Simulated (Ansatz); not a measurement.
Rutile PtSe2 was relaxed with 4 functionals in the plane-wave code Ansatz, cell and atoms free, the symmetry of the start kept (meshes: PBE 4×4×6, r2SCAN 4×4×6, PBEsol 4×4×6, LDA 4×4×6). All values are calculated for a non-magnetic cell, which may be hypothetical.

The PBEsol result:
Space group P4_2/mnm (No. 136). a = 5.695 Å, b = 5.695 Å, c = 3.974 Å, α = 90.00°, β = 90.00°, γ = 90.00°

| atom | site | symmetry | x | y | z |
| --- | --- | --- | --- | --- | --- |
| Pt | 2a | m.mm | 0.0000 | 0.0000 | 0.0000 |
| Se | 4f | m.2m | 0.3099 | 0.3099 | 0.0000 |

Space group P4_2/mnm (No. 136), tetragonal; a = 5.695 Å, c = 3.974 Å in the conventional setting, 21.48 Å³ an atom. Pt is surrounded by 6 Se at 2.50–2.51 Å; Se is surrounded by 3 Pt at 2.50–2.51 Å.

**Question.** Order the functionals by the relaxed volume, smallest first.
A. r2SCAN
B. PBE
C. LDA
D. PBEsol

**Answer.** C (21.04 Å³/atom), D (21.48 Å³/atom), A (21.91 Å³/atom), B (22.48 Å³/atom).

**Question.** How does the cell change with LDA?

**Answer.** a = 5.654 Å, c = 3.949 Å; the volume differs by -2.1 % from PBEsol's. Pt is surrounded by 6 Se at 2.48–2.49 Å; Se is surrounded by 3 Pt at 2.48–2.49 Å.

**Question.** What lattice does PBE give?

**Answer.** a = 5.801 Å, c = 4.009 Å; the volume differs by +4.6 % from PBEsol's. Pt is surrounded by 6 Se at 2.54 Å; Se is surrounded by 3 Pt at 2.54 Å.

**Question.** Held at the r2SCAN cell, what mean stress do LDA and PBE find, and does its sign point to their own minimum?

**Answer.** Yes. LDA -4.33 GPa, and its relaxed volume is -4.0 % from r2SCAN's; PBE +2.56 GPa, and its relaxed volume is +2.6 % from r2SCAN's. Compression counts positive, so a positive stress asks for a larger cell.

The cell is metallic with PBE, r2SCAN, PBEsol, LDA, and these meshes limit the relaxed cells of a metal.
